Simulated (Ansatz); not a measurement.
The system is Sb.

```
Sb
1.0
     2.15420    1.24373    3.75800
    -2.15420    1.24373    3.75800
     0.00000   -2.48746    3.75800
Sb
2
Direct
  0.76651 0.76651 0.76651
  0.23349 0.23349 0.23349
```

Program: Ansatz 0.2.0. Alike in all runs: potentials or basis all-electron LAPW, scalar-relativistic; no spin polarisation; cell as given; k mesh 8 × 8 × 8; cutoff (eV) 230; basis error allowed 0.001 eV/atom.

Question: Order these runs on this cell by their pressure, lowest first.
A. level BLYP; smearing fermi-dirac 0.05 eV
B. level LDA; smearing fermi-dirac 0.05 eV
C. level PBE; smearing gaussian 0.02 eV

Answer: B (-1.2 GPa), C (2.7 GPa), A (6.9 GPa).

Not every run made on this cell is shown here.
